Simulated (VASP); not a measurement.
# ZnSe: relaxation of cell and atoms with PBEsol

Crystal: ZnSe.

```
Zn Se
1.0
     0.00000    2.82066    2.82066
     2.82066    0.00000    2.82066
     2.82066    2.82066    0.00000
Zn Se
1 1
Direct
  0.00000 0.00000 0.00000
  0.25000 0.25000 0.25000
```

- Program: VASP 6.6.1
- Task: relaxation of cell and atoms
- Functional: PBEsol
- Potentials or basis: VASP PAW PBE potentials, release 64 (Zn, Se)
- Cutoff: 600 eV
- k mesh: 8 × 8 × 8
- Occupations: gaussian, width 0.03 eV
- Spin: no spin polarisation
- Further INCAR settings: ALGO = Normal; EDIFF = 1e-07; IBRION = 2; EDIFFG = -0.005; NSW = 90; ISIF = 3

```json
{
  "Pressure after relaxing": "0.0 GPa",
  "Band gap on the k mesh": "1.23 eV, direct"
}
```

Final structure:
```
CELL_PARAMETERS angstrom
0.00000 2.82066 2.82066
2.82066 0.00000 2.82066
2.82066 2.82066 0.00000
ATOMIC_POSITIONS crystal
Zn 0.00000 0.00000 0.00000
Se 0.25000 0.25000 0.25000
```

Levels at points of the mesh, in eV from the valence-band top:
```csv
k point,band 5,band 6,band 7,band 8,band 9,band 10,band 11,band 12,band 13
"(0.00, 0.00, 0.00)",-6.22,-6.22,0.00,0.00,0.00,1.23,5.73,5.73,5.73
"(0.50, 0.00, 0.00)",-6.21,-6.06,-5.37,-0.90,-0.90,2.47,6.30,6.30,8.44
"(0.50, 0.50, 0.00)",-6.17,-6.04,-4.85,-2.26,-2.26,2.81,3.37,10.71,11.27
```

Run time: 7.7 s on 4 MPI ranks on AMD EPYC 9R14 (Zen 4), on a shared host, peak memory 0.16 GiB a rank.

Caveat: the relaxation stopped at its first step, so nothing moved; the PAW data sets were made with another functional, which shifts forces and pressure a little. A hybrid or GW would open this gap; PBEsol tends to underestimate it.
